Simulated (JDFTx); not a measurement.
LiF (Griceite):

```
F Li
1.0
     0.00000    2.01400    2.01400
     2.01400    0.00000    2.01400
     2.01400    2.01400    0.00000
F Li
1 1
Direct
  0.50000 0.50000 0.50000
  0.00000 0.00000 0.00000
```

```yaml
Program: JDFTx 1.7.0 (patched build)
Task: single point
Functional: PBE
Potentials_or_basis: PseudoDojo-SR-PBE-0.5-standard with smoothed tails
Cutoff: 1143 eV
Density_cutoff: 9143 eV
k_mesh: 11 × 11 × 11
Occupations: fermi-dirac, width 0.05 eV
Spin: no spin polarisation
```

On this cell: pressure 1.8 GPa; largest force zero by symmetry; band gap on the k mesh 9.11 eV, direct.

The same run follows on a disturbed copy (atoms moved at random, drawn with an rms of 0.05 Å):

```xyz
2
Lattice="0.0000 2.0140 2.0140 2.0140 0.0000 2.0140 2.0140 2.0140 0.0000" Properties=species:S:1:pos:R:3 pbc="T T T"
F     2.0142    2.0843    2.0030
Li    0.0200    0.0418    0.0192
```

Question: What does the disturbed cell give?

Answer: The energy moves by +0.8 meV/atom; pressure 1.8 GPa; largest force 0.073 eV/Å; band gap on the k mesh 9.11 eV, direct.

Forces on the atoms (eV/Å):
```
F    0.031 -0.045  0.048
Li  -0.031  0.045 -0.048
```

Caveats: an odd mesh through Γ misses points on the zone boundary, where band edges often lie; the empty levels aren't tightly converged (some runs).
